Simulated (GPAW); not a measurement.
# CoO (P-6m2) in GPAW: single point with LDA+U

Aim: the single point of CoO with LDA+U.

Everything below comes from runs of GPAW 26.7.0. Logs are shortened: lines on timing, memory, paths and dates and some standing lists are left out, and cuts for length are marked. The log counts tension as positive stress, the text compression.

## 1. The cell of the first run

Symmetry: P-6m2, No. 187, hexagonal system. The conventional cell has a = 2.856 Å, b = 2.856 Å, c = 2.788 Å, α = 90.00°, β = 90.00°, γ = 120.00°. Around Co (site symmetry -6m2) lie 6 O at 2.16 Å. Around O (site symmetry -6m2) lie 6 Co at 2.16 Å.

Measurements of this composition are mostly on another form, of space group No. 225.

## 2. Single point, LDA+U, collinear spin, antiferromagnetic start (the cell as VASP's run set it)

File run.py:

```python
from ase.dft.bandgap import bandgap
from ase.io import read, write
from ase.units import GPa
from gpaw import GPAW, PW

atoms = read('CoO.xyz')
atoms.set_initial_magnetic_moments([2.0, -2.0, 0.0, 0.0])

calc = GPAW(mode=PW(800),
            xc='LDA',
            kpts={'size': (7, 4, 7), 'gamma': True},
            occupations={'name': 'methfessel-paxton', 'order': 0, 'width': 0.05},
            setups={'Co': ':d,6.0'},
            nbands=30,
            convergence={'density': 1e-05, 'energy': 1e-05},
            maxiter=150,
            txt='gpaw.txt')
atoms.calc = calc
energy = atoms.get_potential_energy()
forces = atoms.get_forces()
stress = atoms.get_stress()
calc.write('gs.gpw')
write('result.traj', atoms)
print(f'Energy: {energy:.6f} eV')
print('Forces (eV/A):')
print(forces.round(4))
print('Stress (GPa):', (stress / GPa).round(3))
print('Moments:', calc.get_magnetic_moments().round(3))
print('Fermi level:', round(calc.get_fermi_level(), 4), 'eV')
print(f'Gap: {bandgap(calc)[0]:.4f} eV, direct: {bandgap(calc, direct=True)[0]:.4f} eV')
```

File CoO.xyz:

```xyz
4
Lattice="1.4281496135 2.4736276914 0.0000000000 -4.2844488405 2.4736276914 0.0000000000 0.0000000000 0.0000000000 2.7876065300" Properties=species:S:1:pos:R:3 pbc="T T T"
Co     0.0000000000      0.0000000000      0.0000000000
Co    -1.4281496135      2.4736276914      0.0000000000
O     -2.8562992269      3.2981702551      1.3938032650
O     -1.4281496134      0.8245425637      1.3938032650
```

Potentials or basis: the program's PAW data sets (release 1.2.1) made for this functional, pw.

Launch:

```console
OMP_NUM_THREADS=1 python run.py
```

gpaw.txt:

```text
__  _  _
 | _ |_)|_||  |
 |__||  | ||/\| - 26.7.0

Input parameters:
  mode=PW(ecut=800.0),
  convergence={'density': 1e-05, 'energy': 1e-05},
  kpts=MonkhorstPack(size=(7, 4, 7), gamma=True),
  maxiter=150,
  nbands=30,
  occupations=Occupations(name='methfessel-paxton', order=0, width=0.05),
  setups={'Co': ':d,6.0'},
  xc=XC(name='LDA')

Diagonalizing LCAO Hamiltonian
Converting LCAO to pw mode

         O
           O
            Co
              Co

Atoms  # Å, Bohr magnetons
|   | symbol |         x |        y |        z |    initial magnetic moments |
|---|--------|-----------|----------|----------|-----------------------------|
| 0 |     Co |  0.000000 | 0.000000 | 0.000000 | ( 0.0000,  0.0000,  2.0000) |
| 1 |     Co | -1.428150 | 2.473628 | 0.000000 | ( 0.0000,  0.0000, -2.0000) |
| 2 |      O | -2.856299 | 3.298170 | 1.393803 | ( 0.0000,  0.0000,  0.0000) |
| 3 |      O | -1.428150 | 0.824543 | 1.393803 | ( 0.0000,  0.0000,  0.0000) |

Unit cell  # Å
| periodic |         x |        y |        z |  lengths |    angles |
|----------|-----------|----------|----------|----------|-----------|
|      yes |  1.428150 | 2.473628 | 0.000000 | 2.856299 | 90.000000 |
|      yes | -4.284449 | 2.473628 | 0.000000 | 4.947255 | 90.000000 |
|      yes |  0.000000 | 0.000000 | 2.787607 | 2.787607 | 90.000000 |

Number of symmetries: 4
Symmetry operations  # r_c * U_cc + t_c -> r_c
|   | kind |            matrix            |
|---|------|------------------------------|
| 0 |  E   |  1, 0, 0,  0, 1, 0,  0, 0, 1 |
| 1 |  σ   |  1, 0, 0,  0, 1, 0,  0, 0,-1 |
| 2 |  σ   | -1, 0, 0,  0, 1, 0,  0, 0, 1 |
| 3 |  C2  | -1, 0, 0,  0, 1, 0,  0, 0,-1 |

BZ-sampling:
  Number of BZ points: 196
  Number of IBZ points: 48

  Monkhorst-Pack size: [7, 4, 7]
  Monkhorst-Pack shift: [0.0, 0.125, 0.0]

K-points  # in reciprocal-cell coordinates
|     |                                coordinates |     weight |
|-----|--------------------------------------------|------------|
|   0 | (  0.00000000,   0.00000000,   0.00000000) | 0.00510204 |
|   1 | (  0.00000000,   0.00000000,   0.14285714) | 0.01020408 |
|   2 | (  0.00000000,   0.00000000,   0.28571429) | 0.01020408 |
|   3 | (  0.00000000,   0.00000000,   0.42857143) | 0.01020408 |
|   4 | (  0.00000000,   0.25000000,   0.00000000) | 0.01020408 |
|   5 | (  0.00000000,   0.25000000,   0.14285714) | 0.02040816 |
|   6 | (  0.00000000,   0.25000000,   0.28571429) | 0.02040816 |
|   7 | (  0.00000000,   0.25000000,   0.42857143) | 0.02040816 |
|   8 | (  0.00000000,   0.50000000,   0.00000000) | 0.00510204 |
|   9 | (  0.00000000,   0.50000000,   0.14285714) | 0.01020408 |
| ... |                                            |            |
|  47 | (  0.42857143,   0.50000000,   0.42857143) | 0.02040816 |

Plane wave coefficients: 2051
Cutoff: 800.0 eV

Spin-components: 2 (collinear spins)
Bands:           30
Projectors:      22
Spin-degeneracy: 1
Datatype:        complex128

Parallelization:
  kpt:    1
  domain: 1
  band:   1

Density:
  Valence electrons: 30.0
  Components: 2
  Grid points: [20 35 20]
  Charge: 0.0  # |e|

Potential:
  Grid points: [20 35 20]

species:
  Co:
    name:    Cobalt
    Z:       27.0
    valence: 9
    core:    18
    charge:  0.0  # [|e|]
    Hubbard: {U: 6.0,  # eV
              l: 2,
              scale: True}
    compensation charges:
      type: gauss
      rc: 0.32  # [Å]
      lmax: 2
    cutoffs:
      filter: 1.87  # [Å]
      core: 2.55  # [Å]
    projectors
    | kind |    occ | energy [eV] | rcut [Å] |
    |------|--------|-------------|----------|
    |   4s |  2.000 |      -5.672 |    1.005 |
    |   4p |  0.000 |      -1.387 |    1.058 |
    |   3d |  7.000 |      -8.461 |    1.005 |
    |    s |        |      21.539 |    1.005 |
    |    p |        |      25.825 |    1.058 |
    |    d |        |      18.750 |    1.005 |

    Using partial waves for Co as LCAO basis

  O:
    name:    Oxygen
    Z:       8.0
    valence: 6
    core:    2
    charge:  0.0  # [|e|]
    compensation charges:
      type: gauss
      rc: 0.21  # [Å]
      lmax: 2
    cutoffs:
      filter: 1.17  # [Å]
      core: 0.83  # [Å]
    projectors
    | kind |    occ | energy [eV] | rcut [Å] |
    |------|--------|-------------|----------|
    |   2s |  2.000 |     -23.752 |    0.688 |
    |   2p |  4.000 |      -9.195 |    0.598 |
    |    s |        |       3.459 |    0.688 |
    |    p |        |      18.016 |    0.598 |
    |    d |        |       0.000 |    0.619 |

    Using partial waves for O as LCAO basis

Reference energy: -79732.349545  # eV

eigensolver:
  PPCG
  Converge bands: occupied
  niter=2

density mixing:
  MSR1-Mixer
  Pratt-step length: 0.05
  Maximum mixing coefficient: 0.75
  Old densities: 10
  SVD Regularization: 0.005
  Good broyden scale: 1.0
  Trust region scale: 1.0
  Backstep threshold: 4.0
  History deletion threshold: 6.0
  Fourier metric: weight=20.0, sigma=0.015

occupation numbers:
  Methfessel-Paxton:
    width: 0.0500  # eV
    order: 0

poisson solver:
  ecut: 6400.0  # eV

xc functional:
  name: None

convergence criteria:
- Maximum integral of absolute [dens]ity change: 1e-05 electrons / valence electron
- Maximum [total energy] change in last 3 cyles: 1e-05 eV / valence electron
- Maximum integral of absolute [eigenst]ate change: 4e-08 eV^2 / valence electron
maximum number of iterations: 150

SCF iterations
|iter     | |      energy | eigst |  dens |  magmom |
|---------|-|-------------|-------|-------|---------|
|iter:   1| |  -24.966970 | +0.19 |       |  +0.0000|
|iter:   2| |  -24.870507 | -1.75 | -0.79 |  +0.0000|
|iter:   3| |  -27.093274 | -1.54 | -0.82 |  -0.0003|
|iter:   4| |  -28.558657 | -1.40 | -1.14 |  +0.0021|
|iter:   5| |  -29.089226 | -2.51 | -1.55 |  +0.0015|
|iter:   6| |  -29.275343 | -2.68 | -1.76 |  +0.0005|
|iter:   7| |  -29.365515 | -2.79 | -1.97 |  +0.0000|
|iter:   8| |  -29.444311 | -2.94 | -2.14 |  -0.0001|
|iter:   9| |  -29.501413 | -2.91 | -2.22 |  -0.0001|
|iter:  10| |  -29.535570 | -3.52 | -2.27 |  +0.0002|
|iter:  11| |  -29.567327 | -3.10 | -2.38 |  +0.0001|
|iter:  12| |  -29.593259 | -2.99 | -2.39 |  +0.0003|
|iter:  13| |  -29.605273 | -2.99 | -2.48 |  -0.0001|
|iter:  14| |  -29.603861 | -3.70 | -2.73 |  -0.0000|
|iter:  15| |  -29.605544 | -3.67 | -2.73 |  -0.0000|
|iter:  16| |  -29.606634 | -4.16 | -2.96 |  -0.0000|
|iter:  17| |  -29.606871 | -5.27 | -3.29 |  -0.0000|
|iter:  18| |  -29.606873c| -6.83 | -4.58 |  -0.0000|
|iter:  19| |  -29.606873c| -7.89c| -4.80 |  +0.0000|
|iter:  20| |  -29.606873c| -8.04c| -4.91 |  -0.0000|
|iter:  21| |  -29.606873c| -8.24c| -5.34c|  +0.0000|

Converged in 21 steps
Energy contributions relative to reference atoms: (reference = -79732.349545)

Energy contributions:
  Kinetic:          74.890926
  Coulomb:         -63.563832
  Zero:              0.087797
  External:          0.000000
  Xc:              -41.021763
  Entropy:          -0.000000
  Spinorbit:         0.000000
  ----------------------------
  Free energy:     -29.606873
  Extrapolated:    -29.606873

dipole moment: (11.213360, -6.031088, -14.868510)  # |e|*Ang

Total magnetic moment: (0.000000, 0.000000, 0.000000)

Local magnetic moments
|        x |        y |         z |
|----------|----------|-----------|
| 0.000000 | 0.000000 |  2.666512 |  # Co   0
| 0.000000 | 0.000000 | -2.666512 |  # Co   1
| 0.000000 | 0.000000 |  0.056007 |  # O    2
| 0.000000 | 0.000000 | -0.056006 |  # O    3

Fermi level: 7.885
Eigenvalues  # (at kpt = [0.000, 0.000, 0.000])
| band index |      eig [eV] | occ [0-1] |      eig [eV] | occ [0-1] |
|------------|---------------|-----------|---------------|-----------|
|          0 |       -11.169 |     1.000 |       -11.169 |     1.000 |
|        ... |               |           |               |           |
|          7 |         2.334 |     1.000 |         2.334 |     1.000 |
|          8 |         4.281 |     1.000 |         4.281 |     1.000 |
|          9 |         4.332 |     1.000 |         4.332 |     1.000 |
|         10 |         5.119 |     1.000 |         5.119 |     1.000 |
|         11 |         5.456 |     1.000 |         5.456 |     1.000 |
|         12 |         6.013 |     1.000 |         6.013 |     1.000 |
|         13 |         6.099 |     1.000 |         6.099 |     1.000 |
|         14 |         7.300 |     1.000 |         7.300 |     1.000 |
|         15 |         8.768 |     0.000 |         8.768 |     0.000 |
|         16 |        10.714 |     0.000 |        10.714 |     0.000 |
|         17 |        11.201 |     0.000 |        11.201 |     0.000 |
|         18 |        11.720 |     0.000 |        11.720 |     0.000 |
|         19 |        13.471 |     0.000 |        13.471 |     0.000 |
|         20 |        16.878 |     0.000 |        16.878 |     0.000 |
|         21 |        22.009 |     0.000 |        22.009 |     0.000 |
|         22 |        22.585 |     0.000 |        22.585 |     0.000 |
|        ... |               |           |               |           |
|         29 |        30.643 |     0.000 |        30.643 |     0.000 |

Gap: 1.467 eV
Transition (v -> c):
  (s=0, k=0, n=14, [0.00, 0.00, 0.00]) -> (s=0, k=0, n=15, [0.00, 0.00, 0.00])
No difference between direct/indirect transitions

Forces  # eV/Ang
|        x |        y |       z |
|----------|----------|---------|
|  0.19444 | -0.11226 | 0.00000 |  # Co   0
|  0.19442 | -0.11225 | 0.00000 |  # Co   1
| -0.19439 |  0.11223 | 0.00000 |  # O    2
| -0.19440 |  0.11224 | 0.00000 |  # O    3

Stress tensor  # eV/Ang^3
|         x |         y |        z |
|-----------|-----------|----------|
|  0.024126 | -0.007637 | 0.000000 |
| -0.007637 |  0.015308 | 0.000000 |
|  0.000000 |  0.000000 | 0.150013 |

# Writing to gs.gpw (mode='')
```

Run time: 3.4 min. Hardware: 1 thread of Arm Neoverse V1, shared host; peak memory 0.27 GiB.

What came out:

```yaml
Free_energy: -29.6069 eV
Pressure: -10.1 GPa
Largest_force: 0.225 eV/Å
Band_gap_on_the_k_mesh: 1.47 eV
Net_moment: 0.00 μB per cell
Site_moments: Co +2.67, -2.67; O +0.06, -0.06 μB
```

Forces on the atoms (eV/Å):
```
Co   0.194 -0.112  0.000
Co   0.194 -0.112  0.000
O   -0.194  0.112  0.000
O   -0.194  0.112  0.000
```

The state reached can hang on the start; a lower one may exist.
